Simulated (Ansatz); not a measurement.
PtSe:

```
Pt Se
1.0
     0.00000    3.03745    3.03745
     3.03745    0.00000    3.03745
     3.03745    3.03745    0.00000
Pt Se
1 1
Direct
  0.00000 0.00000 0.00000
  0.25000 0.25000 0.25000
```

The cell comes from a database or a generator and needn't be the stable form of this composition.

Base run:

```yaml
Program: Ansatz 0.2.0
Functional: r2SCAN
Potentials_or_basis: Ansatz PAW
Cutoff: 500 eV
Density_cutoff: 2000 eV
k_mesh: 5 × 5 × 5
Occupations: gaussian, width 0.05 eV
Spin: collinear spin, ferromagnetic start
Starting_moments: "[0.5, 0.0] μB"
Hubbard_terms: Pt d U = 4 eV
```

Its results: band gap on the k mesh none (metal or under the smearing width); pressure -12.6 GPa; net moment 0.90 μB per cell.

Question: The run is repeated on the same cell with these changes: functional from r2SCAN to PBE; cutoff from 500 eV to 420 eV; density cutoff from 2000 eV to 1680 eV; hubbard terms from Pt d U = 4 eV to Pt d U = 2 eV. What comes out?

Answer: Band gap on the k mesh none (metal or under the smearing width); pressure -10.7 GPa; net moment 0.00 μB per cell.

Several settings changed at once, so the effect can't be laid on one alone.

Caveats: the magnetic or orbital state may not be the lowest; the PAW data sets come from PBE, with cores solved anew for the run's functional, which leaves a small shift of forces and pressure (some runs).

Not every run made on this cell is shown here.
